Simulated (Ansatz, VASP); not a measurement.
**TiB2: VASP beside Ansatz**

```
Ti B
1.0
     2.99380    0.00000    0.00000
    -1.49690    2.59271    0.00000
     0.00000    0.00000    3.15917
Ti B
1 2
Direct
  0.00000 0.00000 0.00000
  0.33333 0.66667 0.50000
  0.66667 0.33333 0.50000
```

Alike in both runs: functional LDA; k mesh 15 × 15 × 12; occupations gaussian, width 0.1 eV; no spin polarisation.

Ansatz relaxed the structure, and its values are those at the end. VASP's run is a single point on that final structure, the one shown.

|  | VASP | Ansatz |
| --- | --- | --- |
| version | VASP 6.6.1 | Ansatz 0.2.0 |
| potentials or method | VASP PAW LDA potentials, release 64 (Ti_sv, B) | scalar-relativistic, plane waves, PAW |
| plane-wave cutoff (eV) | 520 | 600 |
| valence electrons in the cell | 18 | 18 |

Ansatz gave:

* gap on the k mesh at the Fermi level (eV): none
* pressure (GPa): 0.0

Q: Which values does VASP return?

A: gap on the k mesh at the Fermi level (eV): none; pressure (GPa): 0.6.

A gap of «none» marks a metal or a gap that the smearing closes. Ansatz warned: «pseudo_functional_mismatch».
